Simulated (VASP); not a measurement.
Cs2SnI6:

```
CELL_PARAMETERS angstrom
0.00000 5.81380 5.81380
5.81380 0.00000 5.81380
5.81380 5.81380 0.00000
ATOMIC_POSITIONS crystal
Cs 0.25000 0.25000 0.25000
Cs 0.75000 0.75000 0.75000
Sn 0.00000 0.00000 0.00000
I 0.75464 0.24536 0.24536
I 0.24536 0.75464 0.24536
I 0.24536 0.75464 0.75464
I 0.75464 0.24536 0.75464
I 0.24536 0.24536 0.75464
I 0.75464 0.75464 0.24536
```

```yaml
Program: VASP 6.6.1
Task: relaxation of cell and atoms
Functional: PBE
Potentials_or_basis: VASP PAW PBE potentials, release 64 (Cs_sv, Sn_d, I)
Cutoff: 600 eV
k_mesh: 6 × 6 × 6
Occupations: gaussian, width 0.03 eV
Spin: no spin polarisation
```

At the start: pressure 1.6 GPa; volume 43.67 Å³/atom.

Q: Where does the relaxation end?

A: Over 7 steps the energy falls by 17.7 meV/atom and the volume is 48.47 Å³/atom (+11.0 %); space group Fm-3m (No. 225, to 0.05 Å).

The path:
| step | energy change (eV) | largest force (eV/Å) | pressure (GPa) | volume (Å³) |
| --- | --- | --- | --- | --- |
| 1 | 0.0000 | 0.2826 | 1.58 | 393.02 |
| 2 | -0.1311 | 0.1262 | 0.12 | 418.10 |
| 3 | -0.1313 | 0.1401 | 0.07 | 419.17 |
| 4 | -0.1372 | 0.1258 | 0.06 | 421.04 |
| 5 | -0.1507 | 0.0772 | 0.03 | 426.65 |
| 6 | -0.1588 | 0.0246 | 0.03 | 438.04 |
| 7 | -0.1591 | 0.0084 | 0.02 | 436.19 |

Final structure:
```
Cs Sn I
1.0
     0.00000    6.01934    6.01934
     6.01934    0.00000    6.01934
     6.01934    6.01934    0.00000
Cs Sn I
2 1 6
Direct
  0.25000 0.25000 0.25000
  0.75000 0.75000 0.75000
  0.00000 0.00000 0.00000
  0.75833 0.24167 0.24167
  0.24167 0.75833 0.24167
  0.24167 0.75833 0.75833
  0.75833 0.24167 0.75833
  0.24167 0.24167 0.75833
  0.75833 0.75833 0.24167
```

Caveat: the volume moved by +11 % from the deposited cell, more than functionals usually miss.
